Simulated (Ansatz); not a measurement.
Results of PBE-D4 in Ansatz (PAW) for α-phase Li3N.

Settings: plane-wave cutoff 520 eV, 12×12×10 k mesh (along the axes of the cell as run), Fermi–Dirac smearing 0.01 eV, scalar-relativistic PAW data made under PBE.

Computed at the level's own relaxed cell.

```yaml
crystal:
  lattice:
    - [1.80463, -3.12570, 0.00000]
    - [1.80463, 3.12570, 0.00000]
    - [0.00000, 0.00000, 3.83718]
  atoms:
    - { symbol: Li, position: [0.33333, 0.66667, 0.00000] }
    - { symbol: Li, position: [0.66667, 0.33333, 0.00000] }
    - { symbol: Li, position: [0.00000, 0.00000, 0.50000] }
    - { symbol: N, position: [0.00000, 0.00000, 0.00000] }
```

List the 5 lowest band energies at Γ above −25 eV (eV, relative to the valence band maximum), grouping those that round alike.

At Γ: -11.50, -1.58, -0.21 (×2), 1.12.

Ansatz is a first-principles code.
